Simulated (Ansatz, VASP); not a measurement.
Two plane-wave programs on ZnO

```
Zn O
1.0
     0.00000    2.13377    2.13377
     2.18904    0.00000    2.13377
     2.18904    2.13377    0.00000
Zn O
1 1
Direct
  0.00000 0.00000 0.00000
  0.50000 0.50000 0.50000
```

Change from the starting cell: uniaxial_x strain +2.6%.

Alike in both runs: task single point; functional PBE; k mesh 10 × 10 × 10; occupations fermi-dirac, width 0.02 eV; no spin polarisation.

|  | VASP | Ansatz |
| --- | --- | --- |
| version | VASP 6.6.1 | Ansatz 0.2.0 |
| potentials or method | VASP PAW PBE potentials, release 64 (Zn, O) | plane waves, PAW |
| plane-wave cutoff (eV) | 520 | 420 |
| valence electrons in the cell | 18 | 18 |

|  | VASP | Ansatz | Ansatz less VASP |
| --- | --- | --- | --- |
| gap on the k mesh at the Fermi level (eV) | 0.73 | 0.76 | +0.032 |
| pressure (GPa) | 4.3 | 3.3 | -1.04 |
| largest component of the traceless stress (GPa) | 1.75 | 1.57 | -0.172 |

The functional is the same, so the differences come from potentials, cutoffs and numerics.

A k mesh can miss the band edges.
